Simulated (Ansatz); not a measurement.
# Strain and the gap of TlCl (CsCl type)

TlCl (CsCl type), relaxed with r2SCAN in Ansatz. Space group Pm-3m (No. 221), cubic; conventional cell a = 3.839 Å, 28.29 Å³ an atom. Tl has 8 Cl at 3.32 Å; Cl has 8 Tl at 3.32 Å.

The axes x, y and z are those of this cell:
```yaml
crystal:
  lattice:
    - [3.83883, 0.00000, 0.00000]
    - [0.00000, 3.83883, 0.00000]
    - [0.00000, 0.00000, 3.83883]
  atoms:
    - { symbol: Tl, position: [0.00000, 0.00000, 0.00000] }
    - { symbol: Cl, position: [0.50000, 0.50000, 0.50000] }
```

Unstrained: The PBE gap is direct at X: 2.084 eV. r2SCAN gives a direct gap of 2.508 eV at X. With HSE06 the gap is 2.848 eV and direct, at X. Meshes: PBE 6×6×6, r2SCAN 6×6×6, HSE06 4×4×4. Strains are changes of length per length, and xy shears are angles. After each strain the atoms were relaxed again with r2SCAN within the symmetry that the strain leaves, so tilts or polar shifts that break it weren't tested; points keep the names that they have in the unstrained zone. (Simulation; spin polarisation is off.)

Changes of the least gap in eV (an overlap counts as a negative gap):

| strain | volume change (%) | space group | PBE | r2SCAN | HSE06 | energy rise, r2SCAN (meV/atom) |
| --- | --- | --- | --- | --- | --- | --- |
| xy shear, engineering strain (angle) -0.62 % | 0.0 | Cmmm | 0.000 | 0.000 | -0.001 | 0.0 |
| uniaxial -1.66 % along z | -1.7 | P4/mmm | -0.123 | -0.125 | -0.139 | 1.2 |
| biaxial +2.49 % in x and y, z held | +5.0 | P4/mmm | +0.006 | -0.002 | +0.024 | 6.8 |

Xy shear, engineering strain (angle) -0.62 %. HSE06: the gap goes from 2.848 to 2.847 eV (-0.001 eV). Stress change with r2SCAN, compression positive: xx 0.00, yy 0.00, zz 0.00, xy +0.06 GPa.

Uniaxial -1.66 % along z, other directions held. HSE06: the gap goes from 2.848 to 2.709 eV (-0.139 eV); it turns from direct (X) to indirect (X → X [(0, 0, -1/2)]); least and direct gap lie within 0.04 eV, so its kind isn't settled. Stress change with r2SCAN, compression positive: xx +0.33, yy +0.33, zz +0.81 GPa.

Biaxial +2.49 % in x and y, z held. HSE06: the gap goes from 2.848 to 2.872 eV (+0.024 eV); it turns from direct (X) to indirect (X → X [(0, 0, -1/2)]); least and direct gap lie within 0.04 eV, so its kind isn't settled. Stress change with r2SCAN, compression positive: xx -1.46, yy -1.46, zz -0.76 GPa.

Spin-orbit coupling is left out; in compounds of Pb, Bi, Tl or Hg it can lower a gap by up to about 1 eV, split its edges or invert the bands.

The meshes of the hybrids are coarse, so their gaps aren't converged to the digits shown.
